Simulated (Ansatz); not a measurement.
# ZrC: the cost of one run

Computed with Ansatz 0.2.0, driven from Python. The levels of theory stand in the script.

The COD entry's cell or inner coordinates are ideal or old and differ from later refinements, so a difference from it is no clean test against experiment.

### Step 1. The system

The structure is cubic, space group Fm-3m (No. 225). Conventional cell: a = 4.730 Å, b = 4.730 Å, c = 4.730 Å, α = 90.00°, β = 90.00°, γ = 90.00°. Around Zr (site symmetry m-3m) lie 6 C at 2.37 Å. C (site symmetry m-3m) has 6 Zr at 2.37 Å in its first shell of neighbours.

The script reads POSCAR_zrc:

```text
ZrC
1.0
   0.00000000    2.36500000    2.36500000
   2.36500000    0.00000000    2.36500000
   2.36500000    2.36500000    0.00000000
Zr C
1 1
Direct
   0.50000000    0.50000000    0.50000000
   0.00000000    0.00000000    0.00000000
```

### Step 2. The code

lattice_zrc.py reads:

```python
"""Relaxed cell of ZrC under several functionals."""

import warnings

import ansatz as az
from ase.io import read
import numpy as np

def edges_and_angles(cell):
    cell = np.asarray(cell)
    a, b, c = np.linalg.norm(cell, axis=1)
    cosines = cell[1] @ cell[2] / (b * c), cell[0] @ cell[2] / (a * c), cell[0] @ cell[1] / (a * b)
    return (a, b, c, *np.degrees(np.arccos(cosines)))

warnings.simplefilter("ignore", az.DeckWarning)

atoms = read("POSCAR_zrc", format="vasp")
xtal = az.Crystal.from_ase(atoms)

calculation = (
    xtal.calculation()
    .kpoints(12, center="gamma")  # the mesh must be finer for metals
    .occupations("cold", width=0.1)
    .basis(550)
    .relax(cell=True, max_steps=100)  # relax until the tolerances are met
)

levels = [("pbe", "d3bj"), ("r2scan", "d4"), ("pbe", "d4"), ("r2scan", "rvv10")]
print("level            a       b       c    alpha   beta  gamma  V/atom  steps")
for name, dispersion in levels:
    seen = []
    run = calculation.functional(name, dispersion=dispersion).session().plan()
    result = run.execute(on_event=lambda e: seen.append(e) if e["event"] == "relax_step" else None)
    cell = result.lattice.cell_ang
    label = name if dispersion == "none" else f"{name}+{dispersion}"
    print("{:13s} {:7.4f} {:7.4f} {:7.4f} {:6.2f} {:6.2f} {:6.2f}".format(label, *edges_and_angles(cell)), f"{abs(np.linalg.det(cell)) / len(result.lattice.sites):7.3f} {len(seen):5d}")
```

### Step 3. Running it

Run with:

```
$ python lattice_zrc.py
```

**Question.** How long does this script take on 1 thread of Arm Neoverse V2, shared host, and how much memory does it need?

About 60 s, with a peak of 0.62 GiB.
